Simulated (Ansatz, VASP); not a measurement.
One calculation of HfB, two programs

```xyz
2
Lattice="-0.0462 2.2869 2.2869 2.2869 -0.0462 2.2869 2.2869 2.2869 -0.0462" Properties=species:S:1:pos:R:3 pbc="T T T"
Hf    2.2638    2.2638    2.2638
B     0.0000    0.0000    0.0000
```

Change from the starting cell: equal xy, yz and zx shear strains of -2 %.

Alike in both runs: task single point; functional LDA; k mesh 15 × 15 × 15; occupations fermi-dirac, width 0.05 eV; no spin polarisation.

|  | VASP | Ansatz |
| --- | --- | --- |
| version | VASP 6.6.1 | Ansatz 0.2.0 |
| potentials or method | VASP PAW LDA potentials, release 64 (Hf_pv, B), cutoff 520 eV | all-electron LAPW, scalar-relativistic |

Ansatz gave:

- pressure (GPa): 18.3
- largest component of the traceless stress (GPa): 1.26

Which values does VASP return?

Pressure (GPa): 20.0; largest component of the traceless stress (GPa): 1.20.

Ansatz ran all-electron here, so the differences hold the error of VASP's frozen core and of both bases.

Caveats: so large a pressure means that the cell lies far from this level's equilibrium, or that cutoff or potentials fall short (VASP). Spin-orbit coupling is left out, which matters for the levels of Hf.
